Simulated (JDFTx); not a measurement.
Crystal: Fe.

```
CELL_PARAMETERS angstrom
-1.44300 1.44300 1.44300
1.44300 -1.44300 1.44300
1.44300 1.44300 -1.44300
ATOMIC_POSITIONS crystal
Fe 0.00000 0.00000 0.00000
```

| Item | Value |
| --- | --- |
| Program | JDFTx 1.7.0 (patched build) |
| Task | relaxation of cell and atoms |
| Functional | PBE |
| Potentials or basis | PseudoDojo-SR-PBE-0.5-standard with smoothed tails |
| Cutoff | 1225 eV |
| Density cutoff | 4898 eV |
| k mesh | 10 × 10 × 10 |
| Occupations | fermi-dirac, width 0.05 eV |
| Spin | collinear spin, ferromagnetic start |
| Starting moments | [3.0] μB |

At the start: pressure -8.0 GPa; volume 12.02 Å³/atom.

**Question.** Where does the relaxation end?

**Answer.** Over 7 steps the energy falls by 20.0 meV/atom and the volume is 11.34 Å³/atom (-5.7 %); space group Im-3m (No. 229, to 0.05 Å); moment 2.16 μB per cell.

Step by step:
```tsv
step	energy change (eV)	largest force (eV/Å)	pressure (GPa)	volume (Å³)
1	0.0000	0.0000	-8.05	12.02
2	-0.0060	0.0000	-7.08	11.89
3	-0.0168	0.0000	4.49	11.11
4	-0.0200	0.0000	-0.57	11.37
5	-0.0200	0.0000	-0.07	11.34
6	-0.0200	0.0000	-0.01	11.34
7	-0.0200	0.0000	0.00	11.34
```

Final structure:
```
Fe
1.0
    -1.41519    1.41519    1.41519
     1.41519   -1.41519    1.41519
     1.41519    1.41519   -1.41519
Fe
1
Direct
  0.00000 0.00000 0.00000
```
